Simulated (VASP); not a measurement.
# Mg (P6_3/mmc) in VASP: single point with LDA

Aim: the single point of Mg with LDA.

Everything below comes from runs of VASP 6.6.1. Logs are shortened: lines on timing, memory, paths and dates and some standing lists are left out, and cuts for length are marked.

**1. The structure**

Symmetry: P6_3/mmc, No. 194, hexagonal system. Conventional cell: a = 3.209 Å, b = 3.209 Å, c = 5.210 Å, α = 90.00°, β = 90.00°, γ = 120.00°. Mg (site symmetry -6m2) has 12 Mg at 3.20 to 3.21 Å as nearest neighbours.

**2. Single point, LDA**

INCAR reads:

```
SYSTEM = Mg
ALGO = Normal
EDIFF = 1E-6
ENCUT = 520
GGA = CA
ISIF = 2
ISMEAR = 0
LASPH = .TRUE.
LCHARG = .TRUE.
LELF = .TRUE.
LREAL = .FALSE.
LVHAR = .TRUE.
LWAVE = .FALSE.
NBANDS = 9
NELM = 100
PREC = Accurate
SIGMA = 0.1
```

KPOINTS reads:

```
k-points
0
G
  6 6 4
  0 0 0
```

POSCAR reads:

```
Mg
1.0
    3.2092715325      0.0000000000      0.0000000000
   -1.6046357662      2.7793106748      0.0000000000
    0.0000000000      0.0000000000      5.2103300000
Mg
2
Direct
    0.3333333333      0.6666666667      0.2500000000
    0.6666666667      0.3333333333      0.7500000000
```

Potentials or basis: VASP PAW LDA potentials, release 64 (Mg).

Run with:

```console
cat potpaw_LDA.64/Mg/POTCAR > POTCAR
mpirun -np 1 vasp_std > vasp.out
```

OUTCAR:

```text
SYSTEM = Mg
   EDIFF = 1E-6
   ENCUT = 520
   GGA = CA
   ISIF = 2
   ISMEAR = 0
   LASPH = .TRUE.
   LREAL = .FALSE.
   NELM = 100
   PREC = Accurate

 ion  position               nearest neighbor table
   1  0.333  0.667  0.250-   2 3.20   2 3.20   2 3.20   2 3.20   2 3.20   2 3.20
   2  0.667  0.333  0.750-   1 3.20   1 3.20   1 3.20   1 3.20   1 3.20   1 3.20

  LATTYP: Found a hexagonal cell.
 ALAT       =     3.2092715325
 C/A-ratio  =     1.6235242008

  Lattice vectors:

 A1 = (   3.2092715325,   0.0000000000,   0.0000000000)
 A2 = (  -1.6046357662,   2.7793106748,   0.0000000000)
 A3 = (   0.0000000000,   0.0000000000,   5.2103300000)

Analysis of symmetry for initial positions (statically):
=====================================================================
 Subroutine PRICEL returns:
 Original cell was already a primitive cell.

 Routine SETGRP: Setting up the symmetry group for a
 hexagonal supercell.

 Subroutine GETGRP returns: Found 24 space group operations
 (whereof 12 operations were pure point group operations)
 out of a pool of 24 trial point group operations.

The static configuration has the point symmetry D_3d.
 The point group associated with its full space group is D_6h.

Analysis of symmetry for dynamics (positions and initial velocities):
=====================================================================
 Subroutine PRICEL returns:
 Original cell was already a primitive cell.

 Routine SETGRP: Setting up the symmetry group for a
 hexagonal supercell.

 Subroutine GETGRP returns: Found 24 space group operations
 (whereof 12 operations were pure point group operations)
 out of a pool of 24 trial point group operations.

The dynamic configuration has the point symmetry D_3d.
 The point group associated with its full space group is D_6h.

 Subroutine INISYM returns: Found 24 space group operations
 (whereof 12 operations are pure point group operations),
 and found     1 'primitive' translations

----------------------------------------------------------------------------------------

                                     Primitive cell

  volume of cell :      46.4739

  direct lattice vectors                    reciprocal lattice vectors
     3.209271532  0.000000000  0.000000000     0.311597193  0.179900723  0.000000000
    -1.604635766  2.779310675  0.000000000     0.000000000  0.359801446  0.000000000
     0.000000000  0.000000000  5.210330000     0.000000000  0.000000000  0.191926423

  length of vectors
     3.209271532  3.209271532  5.210330000     0.359801446  0.359801446  0.191926423

  position of ions in fractional coordinates (direct lattice)
     0.333333333  0.666666667  0.250000000
     0.666666667  0.333333333  0.750000000

  ion indices of the primitive-cell ions
   primitive index   ion index
                 1           1
                 2           2

----------------------------------------------------------------------------------------

 KPOINTS: k-points

Automatic generation of k-mesh.
 Grid dimensions read from file:
 generate k-points for:    6    6    4

 Generating k-lattice:

  Cartesian coordinates                     Fractional coordinates (reciprocal lattice)
     0.051932865  0.029983454  0.000000000     0.166666667  0.000000000  0.000000000
     0.000000000  0.059966908  0.000000000     0.000000000  0.166666667  0.000000000
     0.000000000  0.000000000  0.047981606     0.000000000  0.000000000  0.250000000

  Length of vectors
     0.059966908  0.059966908  0.047981606

  Shift w.r.t. Gamma in fractional coordinates (k-lattice)
     0.000000000  0.000000000  0.000000000

 Subroutine IBZKPT returns following result:
 ===========================================

 Found     21 irreducible k-points:

 Following reciprocal coordinates:
            Coordinates               Weight
  0.000000  0.000000  0.000000      1.000000
  0.166667  0.000000  0.000000      6.000000
  0.333333  0.000000  0.000000      6.000000
  0.500000  0.000000  0.000000      3.000000
  0.166667  0.166667  0.000000      6.000000
  0.333333  0.166667  0.000000     12.000000
[... 13 lines left out ...]
  0.333333  0.166667  0.500000     12.000000
  0.333333  0.333333  0.500000      2.000000
   k-points           NKPTS =     21   k-points in BZ     NKDIM =     21   number of bands    NBANDS=      9
   number of dos      NEDOS =    301   number of ions     NIONS =      2
   total plane-waves  NPLWV =  23040
   dimension x,y,z NGX =    24 NGY =   24 NGZ =   40
   dimension x,y,z NGXF=    48 NGYF=   48 NGZF=   80
   ions per type =               2
   NGX,Y,Z   is equivalent  to a cutoff of  12.43, 12.43, 12.76 a.u.
   NGXF,Y,Z  is equivalent  to a cutoff of  24.86, 24.86, 25.53 a.u.
 SYSTEM =  Mg
   PREC   = accura    normal or accurate (medium, high low for compatibility)
   ISTART =      0    job   : 0-new  1-cont  2-samecut
   ICHARG =      2    charge: 1-file 2-atom 10-const
   ISPIN  =      1    spin polarized calculation?
   LNONCOLLINEAR =      F non collinear calculations
   LSORBIT =      F    spin-orbit coupling
   LASPH  =      T    aspherical Exc in radial PAW
   ENCUT  =  520.0 eV  38.22 Ry    6.18 a.u.   5.97  5.97  9.69*2*pi/ulx,y,z
   NELM   =    100;   NELMIN=  2; NELMDL= -5     # of ELM steps
   EDIFF  = 0.1E-05   stopping-criterion for ELM
   LREAL  =      F    real-space projection
   EDIFFG = 0.1E-04   stopping-criterion for IOM
   NSW    =      0    number of steps for IOM
   IBRION =     -1    ionic relax: 0-MD 1-quasi-New 2-CG
   NFREE  =      0    steps in history (QN), initial steepest desc. (CG)
   ISIF   =      2    stress and relaxation
   ISYM   =      2    0-nonsym 1-usesym 2-fastsym
   POTIM  = 0.5000    time-step for ionic-motion
   TEBEG  =    0.0;   TEEND  =   0.0 temperature during run
   PSTRESS=    0.0 pullay stress
   NELECT =       4.0000    total number of electrons
   NUPDOWN=      -1.0000    fix difference up-down
   EMIN   =  10.00;   EMAX   =-10.00  energy-range for DOS
   EFERMI =   0.00;   METHOD = LEGACY
   ISMEAR =     0;   SIGMA  =   0.10  broadening in eV -4-tet -1-fermi 0-gaus
   EFERMI_NEDOS =   21; number of points for ismear=-14 and -15
   IALGO  =     38    algorithm
   IMIX   =      4    mixing-type and parameters
     AMIX     =   0.40;   BMIX     =  1.00
     AMIX_MAG =   1.60;   BMIX_MAG =  1.00
  volume/ion in A,a.u.               =      23.24       156.81
  Fermi-wavevector in a.u.,A,eV,Ry     =   0.722812  1.365916  7.108458  0.522457
  Thomas-Fermi vector in A             =   1.812869
   LORBIT       =      0    0 simple, 1 ext, 2 COOP (PROOUT), +10 PAW based schemes
   GGA     = CA    functional components
   LHFCALC =     F    Hartree Fock is set to
   AEXX    =    0.0000 exact exchange contribution
   IVDW    =     0    specifies the selected vdW correction
   LEPSILON=     F    determine dielectric tensor
   LRPA    =     F    only Hartree local field effects (RPA)
 non-spin polarized calculation
 Gauss-broadening in eV      SIGMA  =   0.10
  energy-cutoff  :      520.00
  volume of cell :       46.47
 maximum number of plane-waves:      1272
 NGX is ok and might be reduce to    24
   NGX = 11   NGY = 11   NGZ = 19

 number of electron       4.0000000 magnetization

 Free energy of the ion-electron system (eV)
  ---------------------------------------------------
  ext. energy  EPLUGINS =         0.00000000
  ---------------------------------------------------
  free energy    TOTEN  =        -3.52375530 eV

  energy without entropy =       -3.51625841  energy(sigma->0) =       -3.52000686

 E-fermi :   2.2830     XC(G=0):  -8.6410

 val. band max:        2.2630500849   @ k =   0.1667   0.1667   0.0000
 cond. band min:       2.2894007746   @ k =   0.3333   0.1667   0.0000
 fundamental gap:      0.0263506897
 Fermi energy:         2.2829797337

 k-point     1 :       0.0000    0.0000    0.0000
  band No.  band energies     occupation
      1      -4.4604      2.00000
      2       0.7782      2.00000
      3       1.1286      2.00000
      4      13.2341      0.00000
      5      13.2341      0.00000
      6      13.2488      0.00000
      7      13.2488      0.00000
      8      14.1575      0.00000
      9      15.6674      0.00000

 k-point     2 :       0.1667    0.0000    0.0000
  band No.  band energies     occupation
      1      -3.9201      2.00000
      2       1.2728      2.00000
      3       1.6530      2.00000
      4       8.4635      0.00000
      5      10.9667      0.00000
      6      11.6726      0.00000
      7      13.1794      0.00000
      8      13.8962      0.00000
      9      15.5806      0.00000

 k-point     3 :       0.3333    0.0000    0.0000
  band No.  band energies     occupation
      1      -2.3171      2.00000
      2       2.7584      0.00000
      3       2.9822      0.00000
      4       4.2235      0.00000
      5       8.7547      0.00000
      6       8.9027      0.00000
      7       9.6065      0.00000
      8      11.2224      0.00000
      9      14.0623      0.00000

 k-point     4 :       0.5000    0.0000    0.0000
  band No.  band energies     occupation
      1       0.2712      2.00000
      2       0.3112      2.00000
      3       5.0442      0.00000
      4       5.4686      0.00000
      5       5.6041      0.00000
      6       6.0298      0.00000
      7       9.1550      0.00000
      8      10.4726      0.00000
      9      13.5466      0.00000
[... 169 lines left out ...]
 k-point    19 :       0.1667    0.1667    0.5000
  band No.  band energies     occupation
      1      -1.4931      2.00000
      2      -1.4931      2.00000
      3       7.3240      0.00000
      4       7.3240      0.00000
      5       7.7155      0.00000
      6       7.7155      0.00000
      7       9.5251      0.00000
      8       9.5251      0.00000
      9      16.3867      0.00000

 k-point    20 :       0.3333    0.1667    0.5000
  band No.  band energies     occupation
      1       0.5741      2.00000
      2       0.5741      2.00000
      3       3.6820      0.00000
      4       3.6820      0.00000
      5       6.7501      0.00000
      6       6.7501      0.00000
      7      11.1033      0.00000
      8      11.1033      0.00000
      9      13.8248      0.00000

 k-point    21 :       0.3333    0.3333    0.5000
  band No.  band energies     occupation
      1       2.6267      0.00000
      2       2.6267      0.00000
      3       3.1190      0.00000
      4       3.1190      0.00000
      5       3.8465      0.00000
      6       3.8465      0.00000
      7      13.0690      0.00000
      8      13.0690      0.00000
      9      13.4589      0.00000

------------------------ aborting loop because EDIFF is reached ----------------------------------------

  FORCE on cell =-STRESS in cart. coord.  units (eV):
  Direction    XX          YY          ZZ          XY          YZ          ZX
  --------------------------------------------------------------------------------------
  -------------------------------------------------------------------------------------
  Total       -0.7985435     -0.7985435     -0.8378132     -0.0000000     -0.0000000      0.0000000
  in kB      -27.5296294    -27.5296294    -28.8834453     -0.0000000     -0.0000000      0.0000000
  external PRESSURE =     -27.9809014 kB  Pullay stress =       0.0000000 kB

 VOLUME and BASIS-vectors are now :
 -----------------------------------------------------------------------------
  energy-cutoff  :      520.00
  volume of cell :       46.47
      direct lattice vectors                 reciprocal lattice vectors
     3.209271532  0.000000000  0.000000000     0.311597193  0.179900723  0.000000000
    -1.604635766  2.779310675  0.000000000     0.000000000  0.359801446  0.000000000
     0.000000000  0.000000000  5.210330000     0.000000000  0.000000000  0.191926423

 POSITION                                       TOTAL-FORCE (eV/Angst)
 -----------------------------------------------------------------------------------
     -0.00000      1.85287      1.30258        -0.000000      0.000000      0.000000
      1.60464      0.92644      3.90775         0.000000     -0.000000      0.000000
 -----------------------------------------------------------------------------------
    total drift:                                0.000000     -0.000000      0.000000

  FREE ENERGIE OF THE ION-ELECTRON SYSTEM (eV)
  ---------------------------------------------------
  free  energy   TOTEN  =        -3.5237553027 eV

  energy  without entropy=       -3.5162584124  energy(sigma->0) =       -3.52000686
```

Run time: 4.9 s. Hardware: 1 thread of Intel Xeon Platinum 8488C (Sapphire Rapids), shared host; peak memory 0.14 GiB.

Results:

```yaml
Free_energy: -3.5238 eV
Pressure: -2.8 GPa
Band_gap_on_the_k_mesh: none (metal or under the smearing width)
```

Levels at points of the mesh, in eV from the Fermi level:
```csv
k point,band 1,band 2,band 3,band 4,band 5,band 6,band 7
"(0.00, 0.00, 0.00)",-6.74,-1.50,-1.15,10.95,10.95,10.97,10.97
"(0.50, 0.00, 0.00)",-2.01,-1.97,2.76,3.19,3.32,3.75,6.87
"(0.00, 0.00, 0.50)",-5.37,-5.37,5.10,5.10,11.69,11.69,11.69
"(0.50, 0.00, 0.50)",-0.94,-0.94,-0.35,-0.35,8.03,8.03,8.13
```

Caveat: the k mesh is coarse (spacing up to 0.38 Å⁻¹), so the values aren't converged.
